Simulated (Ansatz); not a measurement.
# I under changes of volume

One of the cells (36.485 Å³/atom); the others are scaled copies at fixed shape and fractional positions:

```
CELL_PARAMETERS angstrom
-2.08938 2.08938 2.08938
2.08938 -2.08938 2.08938
2.08938 2.08938 -2.08938
ATOMIC_POSITIONS crystal
I 0.00000 0.00000 0.00000
```

The real solid is made of molecules; this cell is a model form.

* Program: Ansatz 0.2.0
* Functional: PBE
* Potentials or basis: Ansatz PAW
* Cutoff: 420 eV (not typed: the program's choice for these potentials)
* k mesh: 9 × 9 × 9
* Occupations: fermi-dirac, width 0.05 eV
* Spin: no spin polarisation

```csv
volume (Å³/atom),energy over the lowest point (meV/atom),pressure (GPa)
34.296,7.66,1.5
35.025,2.61,0.8
35.755,0.15,0.3
36.485,0.00,-0.2
37.214,?,?
37.944,5.47,-0.9
38.674,10.63,-1.2
```

What does the run at 37.214 Å³/atom give?

Energy over the lowest point 1.85 meV/atom; pressure -0.6 GPa.

Worked out: A Birch-Murnaghan fit of order 3 (a polynomial in V^(-2/3)) to the other rows has its minimum at 36.17 Å³/atom with B0 = V·E''(V) = 23 GPa and B' = 5.5. It gives 1.85 meV/atom at 37.214 Å³/atom, against the run's 1.85, and -dE/dV = -0.6 GPa, against -0.6.

Energies are extrapolated to zero smearing.

Caveats: an odd number of electrons without spin polarisation forces a metal; a magnetic or distorted state may lie lower.
